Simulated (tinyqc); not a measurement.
Inside a calculation. Method: Hueckel theory of the pi electrons, for the molecule N=C(N)O (SMILES; centres numbered as the heavy atoms are written). One step of it, computed by the program tinyqc.

Task: Orbitals. Diagonalise; E = alpha + x beta with beta < 0, so the largest x are filled first; degenerate levels share their electrons. P = sum n_i c_ri c_si; each orbital has its largest coefficient positive (the first on a tie).

Hueckel matrix in units of beta (H = alpha + beta A), order 1N, 2C, 3N, 4O:
```
[[0.500000, 1.000000, 0.000000, 0.000000],
 [1.000000, 0.000000, 0.800000, 0.800000],
 [0.000000, 0.800000, 1.500000, 0.000000],
 [0.000000, 0.800000, 0.000000, 2.000000]]
```

pi electrons, sum of z_r less the charge = 6

Give: x values; occupations; coefficients; charge and bond-order matrix P.

Result:

x values: [2.482, 1.708, 0.895, -1.086]

occupations: [2.000, 2.000, 2.000, 0.000]

coefficients, order 1N, 2C, 3N, 4O:
```
[[0.233, 0.169, 0.814, -0.505],
 [0.463, 0.204, 0.321, 0.800],
 [0.377, 0.785, -0.425, -0.248],
 [0.768, -0.560, -0.233, -0.208]]
```

charge and bond-order matrix P, order 1N, 2C, 3N, 4O:
```
[[1.490, 0.808, -0.250, -0.210],
 [0.808, 0.719, 0.396, 0.332],
 [-0.250, 0.396, 1.877, -0.103],
 [-0.210, 0.332, -0.103, 1.914]]
```
